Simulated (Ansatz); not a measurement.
Runs of Ansatz 0.2.0 on BaTiO3 (Barioperovskite). Symmetry: Amm2, No. 38, orthorhombic system. The conventional cell has a = 3.986 Å, b = 5.674 Å, c = 5.690 Å, α = 90.00°, β = 90.00°, γ = 90.00°. Ba (site symmetry mm2) is surrounded by 12 O at 2.77 to 2.92 Å. Ti (site symmetry mm2) is surrounded by 6 O at 1.93 to 2.09 Å. O (site symmetry m) is surrounded by 2 Ti at 1.93 to 2.09 Å. Around O (site symmetry mm2) lie 2 Ti at 2.00 Å. 

| task | level | cutoff (eV) | basis error allowed | gap on the mesh (eV) | pressure (GPa) | V0 of scaled cells (Å³/atom) | B0 (GPa) | largest force (eV/Å) |
| --- | --- | --- | --- | --- | --- | --- | --- | --- |
| equation of state | PBEsol | - | 0.001 eV/atom | - | - | 12.57 | 178 | - |
| single point | PBEsol | 417 | 0.001 eV/atom | 1.94 | -3.9 | - | - | 0.29 |
| band structure | PBEsol | 386 | 0.002 eV/atom | 1.94 | -3.9 | - | - | 0.29 |
| band structure | LDA | 386 | 0.002 eV/atom | 1.90 | (a) | - | - | 0.32 |
| equation of state | PBEsol | - | 0.002 eV/atom | - | - | 12.57 | 178 | - |

Alike in all rows: potentials or basis all-electron LAPW, scalar-relativistic; no spin polarisation; cell as given; k mesh 7 × 7 × 7; smearing fermi-dirac 0.05 eV.

Problem. Fill in the values left out.

Solution. (a) -8.6.

Caveats: spin-orbit coupling is left out, which moves the levels of the heavy elements (some runs); the cell was scaled at fixed shape and fractional positions, which overstates the stiffness of a crystal with free parameters, most of all of layers and chains (some runs); an odd mesh through Γ misses points on the zone boundary, where band edges often lie (some runs).

A k mesh can miss the band edges, and the runs leave out spin-orbit coupling on Ba.

Not every run made on this cell is shown here.
